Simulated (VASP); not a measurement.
# SiC (F-43m) in VASP: settings compared

The runs below take SiC through relaxation of cell and atoms, with PBEsol, LDA, PBE.

Program: VASP 6.6.1. These are calculated values, not measurements. Logs are shortened: lines on timing, memory, paths and dates and some standing lists are left out, and cuts for length are marked.

## 1. Starting point

Symmetry: F-43m, No. 216, cubic system. Conventional cell: a = 4.354 Å, b = 4.354 Å, c = 4.354 Å, α = 90.00°, β = 90.00°, γ = 90.00°. Around Si (site symmetry -43m) lie 4 C at 1.89 Å. Around C (site symmetry -43m) lie 4 Si at 1.89 Å.

The cell is a database's computed one.

## 2. Relaxation of cell and atoms, PBEsol

The input, INCAR:

```
ALGO = Normal
EDIFF = 1E-7
EDIFFG = -0.005
ENCUT = 600
GGA = PS
IBRION = 2
ISIF = 3
ISMEAR = 0
LASPH = T
LCHARG = F
LREAL = F
LWAVE = F
NELM = 80
NSW = 90
PREC = Accurate
SIGMA = 0.02
```

The input, KPOINTS:

```
k-points
0
Gamma
  10 10 10
```

The input, POSCAR:

```
SiC
1.0
    0.0000000000      2.1769966200      2.1769966200
    2.1769966200      0.0000000000      2.1769966200
    2.1769966200      2.1769966200      0.0000000000
Si C
1 1
Direct
    0.7500000000      0.7500000000      0.7500000000
    0.0000000000      0.0000000000      0.0000000000
```

Potentials or basis: VASP PAW PBE potentials, release 64 (Si, C).

On the command line:

```sh
> cat potpaw_PBE.64/Si/POTCAR potpaw_PBE.64/C/POTCAR > POTCAR
> mpirun -np 1 vasp_std > vasp.out
```

OUTCAR:

```text
EDIFF = 1E-7
   EDIFFG = -0.005
   ENCUT = 600
   GGA = PS
   IBRION = 2
   ISIF = 3
   ISMEAR = 0
   LASPH = T
   LREAL = F
   NELM = 80
   NSW = 90
   PREC = Accurate

 ion  position               nearest neighbor table
   1  0.750  0.750  0.750-   2 1.89   2 1.89   2 1.89   2 1.89
   2  0.000  0.000  0.000-   1 1.89   1 1.89   1 1.89   1 1.89

  LATTYP: Found a face centered cubic cell.
 ALAT       =     4.3539932400

  Lattice vectors:

 A1 = (   0.0000000000,   2.1769966200,   2.1769966200)
 A2 = (   2.1769966200,   0.0000000000,   2.1769966200)
 A3 = (   2.1769966200,   2.1769966200,   0.0000000000)

Analysis of symmetry for initial positions (statically):
=====================================================================
 Subroutine PRICEL returns:
 Original cell was already a primitive cell.

 Routine SETGRP: Setting up the symmetry group for a
 face centered cubic supercell.

 Subroutine GETGRP returns: Found 24 space group operations
 (whereof 24 operations were pure point group operations)
 out of a pool of 48 trial point group operations.

The static configuration has the point symmetry T_d .

Analysis of symmetry for dynamics (positions and initial velocities):
=====================================================================
 Subroutine PRICEL returns:
 Original cell was already a primitive cell.

 Routine SETGRP: Setting up the symmetry group for a
 face centered cubic supercell.

 Subroutine GETGRP returns: Found 24 space group operations
 (whereof 24 operations were pure point group operations)
 out of a pool of 48 trial point group operations.

The dynamic configuration has the point symmetry T_d .

 Subroutine INISYM returns: Found 24 space group operations
 (whereof 24 operations are pure point group operations),
 and found     1 'primitive' translations

----------------------------------------------------------------------------------------

                                     Primitive cell

  volume of cell :      20.6349

  direct lattice vectors                    reciprocal lattice vectors
     0.000000000  2.176996620  2.176996620    -0.229674220  0.229674220  0.229674220
     2.176996620  0.000000000  2.176996620     0.229674220 -0.229674220  0.229674220
     2.176996620  2.176996620  0.000000000     0.229674220  0.229674220 -0.229674220

  length of vectors
     3.078738145  3.078738145  3.078738145     0.397807418  0.397807418  0.397807418

  position of ions in fractional coordinates (direct lattice)
[... 98 lines left out ...]
     AMIX     =   0.40;   BMIX     =  1.00
     AMIX_MAG =   1.60;   BMIX_MAG =  1.00
  volume/ion in A,a.u.               =      10.32        69.63
  Fermi-wavevector in a.u.,A,eV,Ry     =   1.193723  2.255810 19.387972  1.424976
  Thomas-Fermi vector in A             =   2.329731
   LORBIT       =      0    0 simple, 1 ext, 2 COOP (PROOUT), +10 PAW based schemes
   GGA     = PS    functional components
   LHFCALC =     F    Hartree Fock is set to
   AEXX    =    0.0000 exact exchange contribution
   IVDW    =     0    specifies the selected vdW correction
   LEPSILON=     F    determine dielectric tensor
   LRPA    =     F    only Hartree local field effects (RPA)
 conjugate gradient relaxation of ions
 non-spin polarized calculation
 Gauss-broadening in eV      SIGMA  =   0.02
  energy-cutoff  :      600.00
  volume of cell :       20.63
 maximum number of plane-waves:       701
 NGX is ok and might be reduce to    28
   NGX = 13   NGY = 13   NGZ = 13

--------------------------------------- Ionic step        1  -------------------------------------------

 number of electron       8.0000000 magnetization

 Free energy of the ion-electron system (eV)
  ---------------------------------------------------
  ext. energy  EPLUGINS =         0.00000000
  ---------------------------------------------------
  free energy    TOTEN  =       -15.91593899 eV

  energy without entropy =      -15.91593899  energy(sigma->0) =      -15.91593899

------------------------ aborting loop because EDIFF is reached ----------------------------------------

  FORCE on cell =-STRESS in cart. coord.  units (eV):
  Direction    XX          YY          ZZ          XY          YZ          ZX
  --------------------------------------------------------------------------------------
  -------------------------------------------------------------------------------------
  Total        0.0842816      0.0842816      0.0842816     -0.0000000     -0.0000000      0.0000000
  in kB        6.5439556      6.5439556      6.5439556     -0.0000000     -0.0000000      0.0000000
  external PRESSURE =       6.5439556 kB  Pullay stress =       0.0000000 kB
[... 59 lines left out ...]
--------------------------------------- Ionic step        3  -------------------------------------------

 number of electron       8.0000000 magnetization

 Free energy of the ion-electron system (eV)
  ---------------------------------------------------
  ext. energy  EPLUGINS =         0.00000000
  ---------------------------------------------------
  free energy    TOTEN  =       -15.91606116 eV

  energy without entropy =      -15.91606116  energy(sigma->0) =      -15.91606116

 E-fermi :   8.1938     XC(G=0): -11.5042

 val. band max:        8.0542162652   @ k =   0.0000   0.0000   0.0000
 cond. band min:       9.2885710355   @ k =   0.5000   0.5000   0.0000
 fundamental gap:      1.2343547703
 Fermi energy:         8.1937896225

 k-point     1 :       0.0000    0.0000    0.0000
  band No.  band energies     occupation
      1      -7.3686      2.00000
      2       8.0542      2.00000
      3       8.0542      2.00000
      4       8.0542      2.00000
      5      14.2393      0.00000
      6      15.2963      0.00000
      7      15.2963      0.00000
      8      15.2963      0.00000
[... 243 lines left out ...]
 k-point    24 :       0.4000    0.3000    0.0000
  band No.  band energies     occupation
      1      -4.2094      2.00000
      2       2.4683      2.00000
      3       4.8706      2.00000
      4       5.4083      2.00000
      5      10.8109      0.00000
      6      13.5658      0.00000
      7      19.6056      0.00000
      8      19.9156      0.00000

 [... further k-points ...]

------------------------ aborting loop because EDIFF is reached ----------------------------------------

  FORCE on cell =-STRESS in cart. coord.  units (eV):
  Direction    XX          YY          ZZ          XY          YZ          ZX
  --------------------------------------------------------------------------------------
  -------------------------------------------------------------------------------------
  Total        0.0009632      0.0009632      0.0009632     -0.0000000      0.0000000      0.0000000
  in kB        0.0745726      0.0745726      0.0745726     -0.0000000      0.0000000      0.0000000
  external PRESSURE =       0.0745726 kB  Pullay stress =       0.0000000 kB
[... 17 lines left out ...]
  FREE ENERGIE OF THE ION-ELECTRON SYSTEM (eV)
  ---------------------------------------------------
  free  energy   TOTEN  =       -15.9160611617 eV

  energy  without entropy=      -15.9160611617  energy(sigma->0) =      -15.91606116

 reached required accuracy - stopping structural energy minimisation
```

Wall time 20 s (1 thread of AMD EPYC 7R13 (Zen 3), shared host); peak memory 0.12 GiB.

Results:

* Free energy: -15.9161 eV
* Relaxed volume: 10.35 Å³/atom
* Relaxed cell: a = 3.082 Å, b = 3.082 Å, c = 3.082 Å, α = 60.00°, β = 60.00°, γ = 60.00°
* Space group after relaxing (to 0.05 Å): F-43m (No. 216)
* Energy gained by relaxing: 0.1 meV/atom
* Ionic steps: 3
* Pressure after relaxing: 0.0 GPa
* Band gap on the k mesh: 1.23 eV, indirect (least direct gap 4.44 eV)

The path:
```csv
step,energy change (eV),largest force (eV/Å),pressure (GPa),volume (Å³)
1,0.0000,0.0000,0.65,20.63
2,0.0000,0.0000,-0.69,20.76
3,-0.0001,0.0000,0.01,20.70
```

Final structure:
```
Si C
1.0
     0.00000    2.17911    2.17911
     2.17911    0.00000    2.17911
     2.17911    2.17911    0.00000
Si C
1 1
Direct
  0.75000 0.75000 0.75000
  0.00000 0.00000 0.00000
```

Caveat: the PAW data sets were made with another functional, which shifts forces and pressure a little. A hybrid or GW would open this gap; PBEsol tends to underestimate it.

## 3. Relaxation of cell and atoms, LDA

Changes to INCAR since step 2:

```diff
@@ -4,3 +4,2 @@
 ENCUT = 600
-GGA = PS
 IBRION = 2
```

KPOINTS is that of step 2.

POSCAR is that of step 2.

Potentials or basis: VASP PAW LDA potentials, release 64 (Si, C).

On the command line:

```sh
> cat potpaw_LDA.64/Si/POTCAR potpaw_LDA.64/C/POTCAR > POTCAR
> mpirun -np 1 vasp_std > vasp.out
```

OUTCAR:

```text
EDIFF = 1E-7
   EDIFFG = -0.005
   ENCUT = 600
   IBRION = 2
   ISIF = 3
   ISMEAR = 0
   LASPH = T
   LREAL = F
   NELM = 80
   NSW = 90
   PREC = Accurate

 ion  position               nearest neighbor table
   1  0.750  0.750  0.750-   2 1.89   2 1.89   2 1.89   2 1.89
   2  0.000  0.000  0.000-   1 1.89   1 1.89   1 1.89   1 1.89

  LATTYP: Found a face centered cubic cell.
 ALAT       =     4.3539932400

  Lattice vectors:

 A1 = (   0.0000000000,   2.1769966200,   2.1769966200)
 A2 = (   2.1769966200,   0.0000000000,   2.1769966200)
 A3 = (   2.1769966200,   2.1769966200,   0.0000000000)

Analysis of symmetry for initial positions (statically):
=====================================================================
 Subroutine PRICEL returns:
 Original cell was already a primitive cell.

 Routine SETGRP: Setting up the symmetry group for a
 face centered cubic supercell.
[... 259 lines left out ...]

 k-point     1 :       0.0000    0.0000    0.0000
  band No.  band energies     occupation
      1      -7.1865      2.00000
      2       8.2777      2.00000
      3       8.2777      2.00000
      4       8.2777      2.00000
      5      14.7930      0.00000
      6      15.6018      0.00000
      7      15.6018      0.00000
      8      15.6018      0.00000
[... 243 lines left out ...]
 k-point    24 :       0.4000    0.3000    0.0000
  band No.  band energies     occupation
      1      -3.9738      2.00000
      2       2.7223      2.00000
      3       5.0745      2.00000
      4       5.6158      2.00000
      5      11.0961      0.00000
      6      13.8590      0.00000
      7      19.9649      0.00000
      8      20.2352      0.00000

 [... further k-points ...]

------------------------ aborting loop because EDIFF is reached ----------------------------------------

  FORCE on cell =-STRESS in cart. coord.  units (eV):
  Direction    XX          YY          ZZ          XY          YZ          ZX
  --------------------------------------------------------------------------------------
  -------------------------------------------------------------------------------------
  Total       -0.0015251     -0.0015251     -0.0015251     -0.0000000      0.0000000     -0.0000000
  in kB       -0.1203468     -0.1203468     -0.1203468     -0.0000000      0.0000000     -0.0000000
  external PRESSURE =      -0.1203468 kB  Pullay stress =       0.0000000 kB
[... 17 lines left out ...]
  FREE ENERGIE OF THE ION-ELECTRON SYSTEM (eV)
  ---------------------------------------------------
  free  energy   TOTEN  =       -16.6450830945 eV

  energy  without entropy=      -16.6450830945  energy(sigma->0) =      -16.64508309

 reached required accuracy - stopping structural energy minimisation
```

OSZICAR:

```text
N       E                     dE             d eps       ncg     rms          rms(c)
DAV:   1     0.403363139798E+01    0.40336E+01   -0.45177E+03   752   0.102E+03
DAV:   2    -0.182971329373E+02   -0.22331E+02   -0.21085E+02  1192   0.107E+02
DAV:   3    -0.186818181768E+02   -0.38469E+00   -0.38469E+00   832   0.172E+01
DAV:   4    -0.186830426395E+02   -0.12245E-02   -0.12245E-02  1248   0.115E+00
[... 23 lines left out ...]
DAV:   3    -0.166451409838E+02    0.33472E-03   -0.51347E-04   968   0.161E-01    0.435E-02
DAV:   4    -0.166450846147E+02    0.56369E-04   -0.80762E-05   864   0.544E-02    0.157E-02
DAV:   5    -0.166450832324E+02    0.13823E-05   -0.18243E-06  1064   0.114E-02    0.104E-02
DAV:   6    -0.166450831222E+02    0.11021E-06   -0.89619E-08   680   0.276E-03    0.197E-03
DAV:   7    -0.166450830945E+02    0.27726E-07   -0.48013E-08   472   0.138E-03
   3 F= -.16645083E+02 E0= -.16645083E+02  d E =-.378299E-02
```

CONTCAR:

```text
SiC
   1.00000000000000
    -0.0000000000000000    2.1652766930422906    2.1652766930422906
     2.1652766930422906   -0.0000000000000000    2.1652766930422906
     2.1652766930422906    2.1652766930422906    0.0000000000000000
  Si              C
     1     1
Direct
     0.7500000000000000    0.7500000000000000    0.7500000000000000
     0.0000000000000000    0.0000000000000000    0.0000000000000000

  0.00000000E+00  0.00000000E+00  0.00000000E+00
  0.00000000E+00  0.00000000E+00  0.00000000E+00
```

Run time: 25 s. Hardware: 1 thread of AMD EPYC 7R13 (Zen 3), shared host; peak memory 0.11 GiB.

Results:

- Free energy: -16.6451 eV
- Relaxed volume: 10.15 Å³/atom
- Relaxed cell: a = 3.062 Å, b = 3.062 Å, c = 3.062 Å, α = 60.00°, β = 60.00°, γ = 60.00°
- Space group after relaxing (to 0.05 Å): F-43m (No. 216)
- Energy gained by relaxing: 1.9 meV/atom
- Ionic steps: 3
- Pressure after relaxing: 0.0 GPa
- Band gap on the k mesh: 1.29 eV, indirect (least direct gap 4.52 eV)

Step by step:
```csv
step,energy change (eV),largest force (eV/Å),pressure (GPa),volume (Å³)
1,0.0000,0.0000,-3.60,20.63
2,0.0007,0.0000,4.13,19.95
3,-0.0038,0.0000,-0.01,20.30
```

Final structure:
```yaml
crystal:
  lattice:
    - [0.00000, 2.16528, 2.16528]
    - [2.16528, 0.00000, 2.16528]
    - [2.16528, 2.16528, 0.00000]
  atoms:
    - { symbol: Si, position: [0.75000, 0.75000, 0.75000] }
    - { symbol: C, position: [0.00000, 0.00000, 0.00000] }
```

Levels at points of the mesh, in eV from the valence-band top:
| k point | band 1 | band 2 | band 3 | band 4 | band 5 | band 6 | band 7 | band 8 |
| --- | --- | --- | --- | --- | --- | --- | --- | --- |
| (0.00, 0.00, 0.00) | -15.46 | 0.00 | 0.00 | 0.00 | 6.52 | 7.32 | 7.32 | 7.32 |
| (0.50, 0.00, 0.00) | -11.77 | -8.66 | -1.06 | -1.06 | 5.56 | 7.21 | 7.21 | 10.02 |
| (0.50, 0.50, 0.00) | -10.27 | -7.87 | -3.23 | -3.23 | 1.29 | 4.26 | 14.05 | 14.05 |

## 4. Relaxation of cell and atoms, PBE

Changes to INCAR since step 3:

```diff
@@ -4,2 +4,3 @@
 ENCUT = 600
+GGA = PE
 IBRION = 2
```

KPOINTS is that of step 3.

POSCAR is that of step 3.

Potentials or basis: VASP PAW PBE potentials, release 64 (Si, C).

On the command line:

```sh
> cat potpaw_PBE.64/Si/POTCAR potpaw_PBE.64/C/POTCAR > POTCAR
> mpirun -np 1 vasp_std > vasp.out
```

Run time: 30 s. Hardware: 1 thread of AMD EPYC 7R13 (Zen 3), shared host; peak memory 0.12 GiB.

The run converged. Its results:

```yaml
Free_energy: -15.0618 eV
Relaxed_volume: 10.49 Å³/atom
Relaxed_cell: a = 3.096 Å, b = 3.096 Å, c = 3.096 Å, α = 60.00°, β = 60.00°, γ = 60.00°
Space_group_after_relaxing_to_0.05_Å: F-43m (No. 216)
Energy_gained_by_relaxing: 2.0 meV/atom
Ionic_steps: 3
Pressure_after_relaxing: 0.0 GPa
Band_gap_on_the_k_mesh: 1.37 eV, indirect (least direct gap 4.53 eV)
```

The path:
| step | energy change (eV) | largest force (eV/Å) | pressure (GPa) | volume (Å³) |
| --- | --- | --- | --- | --- |
| 1 | 0.0000 | 0.0000 | 3.70 | 20.63 |
| 2 | 0.0002 | 0.0000 | -3.56 | 21.35 |
| 3 | -0.0040 | 0.0000 | 0.00 | 20.99 |

Final structure:
```yaml
crystal:
  lattice:
    - [0.00000, 2.18927, 2.18927]
    - [2.18927, 0.00000, 2.18927]
    - [2.18927, 2.18927, 0.00000]
  atoms:
    - { symbol: Si, position: [0.75000, 0.75000, 0.75000] }
    - { symbol: C, position: [0.00000, 0.00000, 0.00000] }
```

Levels at points of the mesh, in eV from the valence-band top:
| k point | band 1 | band 2 | band 3 | band 4 | band 5 | band 6 | band 7 | band 8 |
| --- | --- | --- | --- | --- | --- | --- | --- | --- |
| (0.00, 0.00, 0.00) | -15.29 | 0.00 | 0.00 | 0.00 | 6.07 | 7.21 | 7.21 | 7.21 |
| (0.50, 0.00, 0.00) | -11.78 | -8.46 | -1.05 | -1.05 | 5.31 | 7.17 | 7.17 | 9.98 |
| (0.50, 0.50, 0.00) | -10.34 | -7.75 | -3.16 | -3.16 | 1.37 | 4.27 | 13.87 | 13.87 |

A k mesh can miss the band edges.

## 5. Overview

```tsv
level	potentials or basis	gap on the mesh (eV)	pressure (GPa)	relaxed volume (Å³/atom)
PBEsol	VASP PAW PBE potentials, release 64 (Si, C)	1.23	0.0	10.35
LDA	VASP PAW LDA potentials, release 64 (Si, C)	1.29	0.0	10.15
PBE	VASP PAW PBE potentials, release 64 (Si, C)	1.37	0.0	10.49
```

Alike in all rows: task relaxation of cell and atoms; no spin polarisation; cell relaxed; k mesh 10 × 10 × 10; cutoff (eV) 600; smearing gaussian 0.02 eV.

Caveats: the PAW data sets were made with another functional, which shifts forces and pressure a little (some runs).

Absolute energies hang on the potentials; compare differences alone.
